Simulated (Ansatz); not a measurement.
# Transmission past a defect: W wire along [111], 4 atoms a period, Pt in place of one W, part 2 of 2

What does the defect do to the conductance?

Ansatz 0.2.0; DFT PBE, plane waves, PAW; relaxation of a wire's period (the session's first sound run).

So far, conductance of the lead as this run defines it (G₀): step 3 (the perfect wire) 4.94.

**5. Transmission between the leads**

This step: DFT PBE, plane waves, PAW; transmission of a junction in a wire (Ansatz 0.2.0).

The cell is now read as a scatterer between two semi-infinite leads, named by two sites one period apart. The scattering states in its self-consistent potential are matched to the leads' states at each energy. One point across is taken, as for a wire in vacuum.

The input, input.yaml:

```yaml
crystal:
  lattice:
    - [9.042, 0.0, 0.0]
    - [0.0, 10.682, 0.0]
    - [0.0, 0.0, 24.13797714]
  atoms:
    - { symbol: W, position: [0.365566213, 0.492111893, 0.00452873] }
    - { symbol: W, position: [0.484779921, 0.687832456, 0.037045432] }
    - { symbol: W, position: [0.515167933, 0.312208851, 0.037028642] }
    - { symbol: W, position: [0.634381641, 0.507929414, 0.069545344] }
    - { symbol: W, position: [0.365566213, 0.492111893, 0.115639841] }
    - { symbol: W, position: [0.484779921, 0.687832456, 0.148156543] }
    - { symbol: W, position: [0.515167933, 0.312208851, 0.148139753] }
    - { symbol: W, position: [0.634381641, 0.507929414, 0.180656456] }
[... 24 atom lines left out ...]
    - { symbol: W, position: [0.365566213, 0.492111893, 0.893417619] }
    - { symbol: W, position: [0.484779921, 0.687832456, 0.925934321] }
    - { symbol: W, position: [0.515167933, 0.312208851, 0.925917531] }
    - { symbol: W, position: [0.634381641, 0.507929414, 0.958434233] }
kpoints:
  mp_grid: { grid: [1, 1, 4] }
scf:
  occupations: { method: fermi_dirac, width: 0.05 }
hamiltonian:
  xc: pbe
output:
  transmission:
    e_range: [-1.26, 1.26]
    de: 0.035
    kmesh: [1, 1]
    reduced_basis: true
    leads: [[32, 0]]
  dos: { projected: true, e_range: [-4, 3] }
  write_potential: true
  write_density: true
  volumetric_format: npy
  elf: true
basis:
  ecutwfc: "350 eV"
```

Launch:

```bash
ansatz run input.yaml --threads 4 --pin off --max-ram 16384MiB --backend cpu --events-out ev --progress --plain --runs-dir out
```

Run time: 12 min. Hardware: 4 threads of Arm Neoverse V1, shared host; peak memory 5.6 GiB.

This step gave:

```yaml
energy_at_zero_smearing: -375904.1892 eV
transmission_at_the_energy_nearest_the_fermi_level_one_spin: 1.641
step_of_the_lead_s_hamiltonian: 26.8 meV
conductance_of_the_junction: 1.626 G₀
```

Table of transmission, one spin by energy, zero at the Fermi level:

energy (eV), transmission, one spin and a bar from the least value:
```
    -1.26       2.19 #######################
    -1.19       1.29 ############
    -1.12       1.57 ###############
    -1.08       1.72 #################
    -1.05       1.01 ########
    -0.98       0.97 ########
    -0.91       1.87 ###################
    -0.84       2.18 #######################
    -0.81       2.18 #######################
    -0.77       2.12 ######################
    -0.70       2.02 #####################
    -0.63       1.98 ####################
    -0.59       1.91 ###################
    -0.53       1.53 ###############
    -0.46       0.70 #####
    -0.39       0.31 
    -0.32       0.43 #
    -0.24       0.38 #
    -0.17       1.29 ############
    -0.14       1.95 ####################
    -0.10       1.78 ##################
    -0.04       1.65 ################
     0.00       1.64 ################
     0.04       1.64 ################
     0.10       1.68 #################
     0.17       0.66 ####
     0.24       0.67 ####
     0.32       0.66 ####
     0.39       1.23 ###########
     0.46       1.38 #############
     0.53       1.64 ################
     0.59       1.81 ##################
     0.63       1.86 ###################
     0.70       1.92 ###################
     0.77       2.71 #############################
     0.84       2.80 ##############################
     0.91       2.51 ###########################
     0.98       2.07 #####################
     1.05       1.58 ###############
     1.12       1.50 ##############
     1.19       1.16 ##########
     1.26       2.76 ##############################
```

The open channels of the lead, one spin by energy, zero at the Fermi level:

energy (eV), open channels of the lead, one spin and a bar from the least value:
```
    -1.26       3.00 
    -1.19       6.00 ##################
    -1.12       4.00 ######
    -1.05       4.00 ######
    -0.98       4.00 ######
    -0.91       6.00 ##################
    -0.84       6.00 ##################
    -0.77       6.00 ##################
    -0.70       6.00 ##################
    -0.63       6.00 ##################
    -0.59       6.00 ##################
    -0.53       5.00 ############
    -0.46       5.00 ############
    -0.39       4.00 ######
    -0.32       4.00 ######
    -0.24       5.00 ############
    -0.17       5.00 ############
    -0.10       5.00 ############
    -0.04       5.00 ############
     0.00       5.00 ############
     0.04       5.00 ############
     0.10       5.00 ############
     0.17       4.00 ######
     0.24       4.00 ######
     0.32       4.00 ######
     0.39       6.00 ##################
     0.46       6.00 ##################
     0.53       6.00 ##################
     0.59       6.00 ##################
     0.63       6.00 ##################
     0.70       6.00 ##################
     0.77       8.00 ##############################
     0.84       8.00 ##############################
     0.91       7.00 ########################
     0.98       7.00 ########################
     1.05       4.00 ######
     1.12       3.00 
     1.19       3.00 
     1.26       5.00 ############
```

Projected DOS an atom over height of the atomic layer and energy from the Fermi level.  broadened by a Gaussian of 0.15 eV, since few k-points sample the long cell.

Ten even steps from '_' (0.38 states/eV) to '@' (2.43 states/eV), each cell a mean:
```
::..::..::--::::..====**==++##%%----++==....--::::
----------==::----==++++==++++==++==++------==----
==++======----==------::------::======--======++--
::--::------::------==..------==----::------------
::::::::--::::----::--::----::==::--::::--::::::::
::::::::--::::==::::--==::--::::::==::::--::::--::
--++::::==::::**::..--**::++::..::--::..--::::++::
::##----##----##..__----..::::....==::::**--::##::
::**::::**::::##::..--..::..**::::%%----##::--**::
--==::::++::--**----==::::..**--::++::::==::--==::
==**====##++++##====++::==::**----##==--**==--**==
==++==--++----==::..----++::++--==**====++----++--
..==....==....--..__==++++====::::--..::==....==..
..--__..--....--::..++**----++....--__..--....--..
++==++++====++**%%++##++----++::..================
##++%%%%++##****%%##++----==**##--==%%##++##%%**%%
======++==**==--==**--::++++++++----**==--++++==++
----::::----::::::==::..%%++==--==--------::::----
..::......__......----::@@++==----::....::....::..
____________..__..::..::**::..::::__....__..______
::__::::__::::__--==..==++::____..__::::__::::__::
**::++++::++++::==**::++**--..::==..----::++**--**
```
Columns: height of the atomic layer (Å) from 0.109 to 23.1 (not evenly spaced); rows upwards: energy from the Fermi level (eV) from -3.98 to 1.47.

ELF in the ca plane at fractional y = 0.494, with atoms of W and Pt within 0.2 Å of it. It is the smooth field of the valence electrons, not physical close to the nuclei.

Values, 13 rows by 16 columns, each cell a mean:
```
0.02 0.02 0.04 0.02 0.03 0.04 0.14 0.23 0.24 0.22 0.05 0.00 0.01 0.01 0.01 0.03
0.19 0.10 0.32 0.12 0.21 0.21 0.24 0.40 0.57 0.36 0.10 0.02 0.16 0.20 0.08 0.26
0.27 0.13 0.49 0.17 0.29 0.33 0.20 0.41 0.64 0.43 0.18 0.07 0.36 0.36 0.11 0.38
0.41 0.39 0.42 0.47 0.37 0.49 0.59 0.34 0.41 0.33 0.25 0.30 0.38 0.37 0.49 0.39
0.51 0.51 0.35 0.50 0.51 0.42 0.53 0.39 0.34 0.35 0.35 0.56 0.44 0.42 0.49 0.45
0.38 0.47 0.29 0.47 0.41 0.30 0.33 0.33 0.40 0.40 0.30 0.56 0.39 0.30 0.52 0.34
0.30 0.35 0.30 0.31 0.40 0.30 0.30 0.29 0.42 0.36 0.29 0.32 0.37 0.29 0.33 0.34
0.35 0.46 0.52 0.27 0.50 0.48 0.31 0.55 0.38 0.37 0.41 0.29 0.52 0.46 0.32 0.55
0.46 0.51 0.53 0.37 0.50 0.53 0.40 0.48 0.50 0.52 0.47 0.34 0.51 0.52 0.43 0.51
0.42 0.28 0.32 0.48 0.20 0.28 0.31 0.39 0.48 0.43 0.54 0.40 0.28 0.34 0.41 0.31
0.44 0.20 0.13 0.49 0.17 0.18 0.22 0.24 0.69 0.35 0.16 0.47 0.23 0.26 0.37 0.08
0.20 0.10 0.07 0.20 0.07 0.05 0.06 0.19 0.38 0.29 0.18 0.38 0.21 0.14 0.16 0.05
0.01 0.00 0.00 0.01 0.00 0.00 0.01 0.06 0.09 0.10 0.04 0.06 0.03 0.01 0.01 0.00
```
Columns run along c (16.0 Å, from fractional 0.14 to 0.80 of the cell), rows up along a (9.0 Å). Atoms in or near the plane, at fractional coordinates: W at (0.18, 0.63), W at (0.23, 0.37), W at (0.29, 0.63), W at (0.34, 0.38), W at (0.40, 0.67), W at (0.45, 0.36), Pt at (0.49, 0.82), W at (0.56, 0.33), W at (0.61, 0.61), W at (0.67, 0.37), W at (0.74, 0.63), W at (0.78, 0.37).

Electrostatic potential energy in the ca plane at fractional y = 0.494, with atoms of W and Pt within 0.2 Å of it. With pseudopotentials it is smooth inside the atoms' cores, unlike the true potential.

Ten even steps from '0' (-66 eV) to '9' (7 eV), each cell a mean:
```
99999999999999999999999999999999999999999999
99999999999999999999998778999999999999999999
99999999999999999999984236899999999999999999
99999999999999999999961003799999999999999999
99999999999999998889860002799999999999999999
98888999988899986557873125899998999999888899
86446898754579863124787668999877789998644689
73113788410268851003789899999742368997311378
62002687300158862003799889998510037986100268
63013788410268875346898888998510037987301378
86446898754578988778998888998631258998644689
98888889888888889999998889999876678899888888
89987667899854578998778899988888887678998766
68874224798620147885335898766789863125887422
37862002688510027862002687411478841003786200
47862002688620147862002686200158841003786200
68974224799754468874114787300268863236897422
89987667899987889987557898532479987678998766
99999889999999999999889999877789999899999988
99999999999999999999999999999999999999999999
99999999999999999999999999999999999999999999
99999999999999999999999999999999999999999999
99999999999999999999999999999999999999999999
99999999999999999999999999999999999999999999
```
Columns run along c (16.0 Å, from fractional 0.14 to 0.80 of the cell; values clipped at the 3rd and 97th percentile), rows up along a (9.0 Å). Atoms in or near the plane, at fractional coordinates: W at (0.18, 0.63), W at (0.23, 0.37), W at (0.29, 0.63), W at (0.34, 0.38), W at (0.40, 0.67), W at (0.45, 0.36), Pt at (0.49, 0.82), W at (0.56, 0.33), W at (0.61, 0.61), W at (0.67, 0.37), W at (0.74, 0.63), W at (0.78, 0.37).

Valence density in the ca plane at fractional y = 0.494, with atoms of W and Pt within 0.2 Å of it. It is the smooth field of the valence electrons, not physical close to the nuclei.

Ten even steps from '0' (0.00 × 1e0 e/Å³) to '9' (9.78 × 1e0 e/Å³), each cell a mean:
```
00000000000000000000000000000000000000000000
00000000000000000000000000000000000000000000
00000000000000000000002431000000000000000000
00000000000000000000015983000000000000000000
00000000000000000000016984000000000000000000
00000000000000000110013542000000000000000000
01110000012100002431001110000000000000111000
03442000144310014453000000000023210000344200
14553100254410013542000000000145520001445310
03442000244310001221000000000144530000344200
01111000012100000000000000000024310000111100
00000000000000000000000000000001100000000000
00000100000012100000000000000000000100000010
10002332000134420001231000011000012331000233
20013553100144530013553100234200024452001355
20013553100134420013544101354410014442001355
10001331000012100002442000355310002331000133
00000000000000000000110000133100000000000000
00000000000000000000000000000000000000000000
00000000000000000000000000000000000000000000
00000000000000000000000000000000000000000000
00000000000000000000000000000000000000000000
00000000000000000000000000000000000000000000
00000000000000000000000000000000000000000000
```
Columns run along c (16.0 Å, from fractional 0.14 to 0.80 of the cell), rows up along a (9.0 Å). Atoms in or near the plane, at fractional coordinates: W at (0.18, 0.63), W at (0.23, 0.37), W at (0.29, 0.63), W at (0.34, 0.38), W at (0.40, 0.67), W at (0.45, 0.36), Pt at (0.49, 0.82), W at (0.56, 0.33), W at (0.61, 0.61), W at (0.67, 0.37), W at (0.74, 0.63), W at (0.78, 0.37).

By hand: the program gives 1.3041 × 10^14 S/m² over the cell's cross-section of 96.59 Å² = 9.659 × 10^-19 m², so one cell conducts 1.260 × 10^-4 S. Divided by G0 = 2e²/h = 7.748 × 10^-5 S this is 1.63 G0, a resistance of 7.94 kΩ.

The conductance is 1.63 G₀, with 5 channels a spin open in the lead. The lead's Hamiltonian steps by 26.8 meV, which the program calls too much for a lead. The largest term of the program's error estimate is 36 %.

**6. Summary of results**

```yaml
conductance_of_the_perfect_wire: 4.94 G₀
conductance_pt_in_place_of_one_w: 1.63 G₀
```

**Reading.** Summed over the computed window, 30 % of the lead's open channels pass the defect; the conductance at 300 K is 1.63 G₀. With Pt in place of one W, 33 % of the conductance of that run's own lead (4.94 G₀) is left. A plain interpolation of the computed T(E) gives 1.53 G₀ for that run; the program's 1.63 G₀ comes from its own average, which also places band edges between the computed energies. Transport is coherent and elastic here: the atoms are frozen, so scattering by vibrations plays no part. With Pt in place of one W several atoms of the wire itself moved far in the relaxation, so the changed stretch between the held leads may scatter as well as the defect. The free region is short: held atoms still bear up to 1.1 eV/Å after a relaxation. Spin-orbit coupling is left out, which matters for the bands of heavy atoms. In 1 run the program finds the step of the lead's Hamiltonian too large, so longer leads may change the transmission. One term of the program's error estimate for a conductance, of a junction or of the perfect wire, reaches 36 % in this session. A junction with open d shells ran without spin, after the few moments seeded in its relaxation died away; moments on all d atoms were not tried. A cutoff under the files' recommended one was taken to save time; its effect on T(E) was not tested here. The program marked the mesh across the current as unconverged: one point across may be too few, as where atoms come near their images or a face has no vacuum.

[Logs are printed without paths, hosts, clocks, repeated set-up lines and the standing remarks that a program may print on its own settings, such as how far it seeks lower states.]

[Hosts, paths, dates, database ids (printed as entryN), source tags and the programs' standing remarks are cut or masked in the printed files.]
